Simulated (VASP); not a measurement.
**Results of a VASP single-point calculation on BaO (strained measured structure)**

POSCAR

```
Ba O
 1.0000000000000000
     0.0000000000000000    2.7403426988000001    2.7403426988000001
     2.7403426988000001    0.0000000000000000    2.7403426988000001
     2.7403426988000001    2.7403426988000001    0.0000000000000000
 Ba  O
   1   1
Cartesian
  0.0000000000000000  0.0000000000000000  0.0000000000000000
  2.7403426988000001  2.7403426988000001  2.7403426988000001
```

- gap between bands v and c: 1.86 eV
- least direct gap: 1.86 eV

Band v is the last that the valence electrons fill when counted band by band, and c is the next. Levels in eV from the top of v:

```csv
point,v−1,v,c,c+1
Γ,-0.43,-0.43,3.68,4.66
X,-0.21,0.00,1.86,6.09
K,-0.83,-0.16,3.36,6.64
L,-1.63,-1.63,4.95,7.24
W,-0.23,-0.23,4.60,4.60
```

Task: Which of these levels of theory gave these results?
A. LDA
B. PBE0
C. PBE
D. PBEsol
E. r²SCAN
F. HSE06
G. PBE with spin–orbit coupling

Result: C.

The INCAR was:

```
LCHARG = .FALSE.
PREC = Accurate
EDIFF = 1E-7
NELM = 120
SIGMA = 0.02
LASPH = .TRUE.
ENCUT = 520
LREAL = .FALSE.
ISMEAR = -1
IBRION = -1
NBANDS = 15
ISIF = 2
LWAVE = .FALSE.
NSW = 0
GGA = PE
```
